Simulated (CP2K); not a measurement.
Crystal: MgB2.

```
Mg B
1.0
     3.08500    0.00000    0.00000
    -1.54250    2.67169    0.00000
     0.00000    0.00000    3.52300
Mg B
1 2
Direct
  0.00000 0.00000 0.00000
  0.66667 0.33333 0.50000
  0.33333 0.66667 0.50000
```

Base run:

```yaml
Program: CP2K 2026.2
Functional: RPBE
Dispersion: D3
Potentials_or_basis: POTENTIAL_UZH Mg GTH-PBE-q10, B GTH-PBE-q3; TZVP-MOLOPT-PBE-GTH basis
Density_cutoff: 19048 eV
k_mesh: 10 × 10 × 8
Occupations: fermi-dirac, width 0.05 eV
Spin: no spin polarisation
```

Its results: band gap on the k mesh none (metal or under the smearing width); pressure -2.6 GPa.

Problem. After a change of settings the same cell gave: band gap on the k mesh none (metal or under the smearing width); pressure -6.8 GPa. Which change was it?
A. dispersion from D3 to D3(BJ)
B. dispersion from D3 to none
C. dispersion from D3 to D3(BJ)+ATM
D. dispersion from D3 to D4

Solution. D.

Caveats: the potentials were made for another functional, which shifts forces and pressure; the basis of atomic orbitals isn't converged, which shifts pressures, moduli and gaps; pairwise dispersion overbinds metals, which lowers pressure and volume.

Runs at the PBE level aren't shown here.
